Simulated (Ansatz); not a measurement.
# Rb in Ansatz: convergence with smearing width

The system is Rb.

```
CELL_PARAMETERS angstrom
-2.95451 2.95451 2.73085
2.95451 -2.95451 2.73085
2.95451 2.95451 -2.73085
ATOMIC_POSITIONS crystal
Rb 0.00000 0.00000 0.00000
```

This isn't the form of Rb at room conditions, which is bcc.

| Quantity | Value |
| --- | --- |
| Program | Ansatz 0.2.0 |
| Task | convergence study |
| Functional | LDA |
| Potentials or basis | all-electron LAPW, scalar-relativistic |
| Cutoff | 48 eV (chosen from the basis error) |
| Basis error allowed | 0.001 eV/atom |
| k mesh | 7 × 7 × 7 |
| Occupations | fermi-dirac, width 0.3 eV |
| Spin | no spin polarisation |

These are the settings of the first run; the series varies smearing width, with any setting tied to it.

Hardware: 1 thread of Arm Neoverse V2, with other jobs on the host.

**Question.** The values tried are 0.3 eV, 0.2 eV, 0.15 eV, 0.1 eV, 0.05 eV, 0.025 eV, 0.01 eV, loosest first. From which on does the energy stay within 1 meV/atom of the tightest run that finished?

**Answer.** From 0.15 eV on.

```tsv
smearing width	energy less the tightest run, at zero smearing (meV/atom)	pressure (GPa)	SCF cycles	CPU time (s)	peak memory (GiB)
0.3 eV	1.48	-0.41	7	1.2	0.19
0.2 eV	1.37	-0.46	7	1.2	0.19
0.15 eV	0.79	-0.48	7	1.2	0.19
0.1 eV	0.06	-0.49	7	1.2	0.19
0.05 eV	-0.01	-0.50	7	1.2	0.19
0.025 eV	-0.02	-0.50	7	1.2	0.19
0.01 eV	0.00	-0.51	5	1.1	0.19
```

Against the tightest run, the pressure stays within 0.1 GPa from 0.3 eV on. Narrower smearing needs a denser k mesh, so at a fixed mesh the narrowest width isn't the most accurate. The tightest run that finished is the yardstick and may itself not be fully converged.
